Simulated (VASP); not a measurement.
A VASP 6.6.1 single-point calculation on YN

INCAR

```
ISPIN = 2
ISYM = 0
IBRION = -1
NSW = 0
ISIF = 2
PREC = Accurate
METAGGA = R2SCAN
EDIFF = 1E-7
MAGMOM = -3 3
ALGO = Conjugate
ISMEAR = 0
NBANDS = 15
NELM = 120
ENCUT = 520
LCHARG = .FALSE.
SIGMA = 0.01
LWAVE = .FALSE.
LASPH = .TRUE.
LREAL = .FALSE.
```

KPOINTS

```
KPOINTS created by Atomic Simulation Environment
0
Gamma
4 4 4
0 0 0
```

POSCAR

```
Y  N
 1.0000000000000000
     0.0000000000000000    2.4725286241000002    2.4725286241000002
     2.4725286241000002    0.0000000000000000    2.4725286241000002
     2.4725286241000002    2.4725286241000002    0.0000000000000000
 Y   N
   1   1
Cartesian
  0.0000000000000000  0.0000000000000000  0.0000000000000000
  2.4725286241000002  2.4725286241000002  2.4725286241000002
```

The recommended PBE PAW datasets give the neutral cell 16 valence electrons.

Command

```
mpirun -np 1 vasp_std
```

Predict the outcome of this run.

It converged. Results: pressure -4.3 GPa; magnetic moment of the cell 0.00 μB.

OSZICAR

```
N       E                     dE             d eps       ncg     rms           ort
DAV:   1     0.384089791731E+02    0.38409E+02   -0.10006E+04   540   0.116E+03
DAV:   2    -0.325463649876E+02   -0.70955E+02   -0.65294E+02   540   0.231E+02
DAV:   3    -0.355816858794E+02   -0.30353E+01   -0.30095E+01   540   0.399E+01
DAV:   4    -0.356351239562E+02   -0.53438E-01   -0.53388E-01   540   0.507E+00
DAV:   5    -0.356358945959E+02   -0.77064E-03   -0.77059E-03   540   0.483E-01
SDA:   6    -0.291823746864E+02    0.64535E+01   -0.77059E-03   540   0.140E+02   0.000E+00
CGA:   7    -0.324644520309E+02   -0.32821E+01   -0.32955E+01   540   0.876E+00  -0.328E+00
CGA:   8    -0.330648500714E+02   -0.60040E+00   -0.57887E+00   540   0.359E+00   0.117E-01
CGA:   9    -0.332690783406E+02   -0.20423E+00   -0.20680E+00   540   0.176E+00  -0.888E-02
CGA:  10    -0.333612842812E+02   -0.92206E-01   -0.92250E-01   540   0.532E-01   0.404E-02
CGA:  11    -0.333781609879E+02   -0.16877E-01   -0.16879E-01   540   0.168E-01  -0.910E-04
CGA:  12    -0.333841692460E+02   -0.60083E-02   -0.60110E-02   540   0.380E-02  -0.365E-04
CGA:  13    -0.333854813028E+02   -0.13121E-02   -0.13120E-02   540   0.120E-02   0.294E-05
CGA:  14    -0.333858933706E+02   -0.41207E-03   -0.41191E-03   540   0.284E-03   0.567E-05
CGA:  15    -0.333859934932E+02   -0.10012E-03   -0.10007E-03   540   0.582E-04   0.126E-05
CGA:  16    -0.333860150616E+02   -0.21568E-04   -0.21623E-04   540   0.225E-04  -0.995E-06
CGA:  17    -0.333860242144E+02   -0.91528E-05   -0.92088E-05   540   0.766E-05  -0.579E-06
CGA:  18    -0.333860280403E+02   -0.38259E-05   -0.37322E-05   540   0.330E-05   0.553E-06
CGA:  19    -0.333860292908E+02   -0.12505E-05   -0.12499E-05   540   0.958E-06   0.932E-07
SDA:  20    -0.333860297920E+02   -0.50123E-06   -0.59306E-06   540   0.403E-06  -0.362E-06
CGA:  21    -0.333860299073E+02   -0.11531E-06   -0.12137E-06   540   0.345E-07   0.851E-07
SDA:  22    -0.333860299181E+02   -0.10823E-07   -0.11919E-07   540   0.806E-08   0.128E-07
   1 F= -.33386030E+02 E0= -.33386030E+02  d E =-.131910E-15  mag=    -0.0000
```

These settings aren't sound, so the numbers aren't properties of the crystal.

On sound settings r²SCAN gives a gap of 0.64 eV on its mesh and a pressure of -4.8 GPa for the intended cell.
